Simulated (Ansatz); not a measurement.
The system is GaP.

```
Ga P
1.0
     0.00000    2.72525    2.72525
     2.72525    0.00000    2.72525
     2.72525    2.72525    0.00000
Ga P
1 1
Direct
  0.00000 0.00000 0.00000
  0.75000 0.75000 0.75000
```

- Program: Ansatz 0.2.0
- Task: relaxation of cell and atoms
- Functional: PBEsol
- Dispersion: D3(BJ)
- Potentials or basis: Ansatz PAW
- Cutoff: 420 eV (not typed: the program's choice for these potentials)
- k mesh: 8 × 8 × 8
- Occupations: fermi-dirac, width 0.05 eV
- Spin: no spin polarisation

At the start: volume 20.24 Å³/atom.

Question: How do energy, volume and symmetry change on relaxing?

Answer: It ends after 5 steps and the volume is 19.59 Å³/atom (-3.2 %); space group F-43m (No. 216, to 0.05 Å).

Step by step:
```
step  energy change (eV)  largest force (eV/Å)  volume (Å³)
   1              0.0000                0.0000        40.48
   2             -0.0108                0.0000        39.56
   3             -0.0119                0.0000        39.16
   4             -0.0119                0.0000        39.18
   5             -0.0116                0.0000        39.18
```

Final structure:
```
Ga P
1.0
     0.00000    2.69568    2.69568
     2.69568    0.00000    2.69568
     2.69568    2.69568    0.00000
Ga P
1 1
Direct
  0.00000 0.00000 0.00000
  0.75000 0.75000 0.75000
```

Caveat: the plane-wave basis is chosen anew once the cell has moved, so the energies of steps on either side of that aren't comparable; the PAW data sets come from PBE, with cores solved anew for the run's functional, which leaves a small shift of forces and pressure.
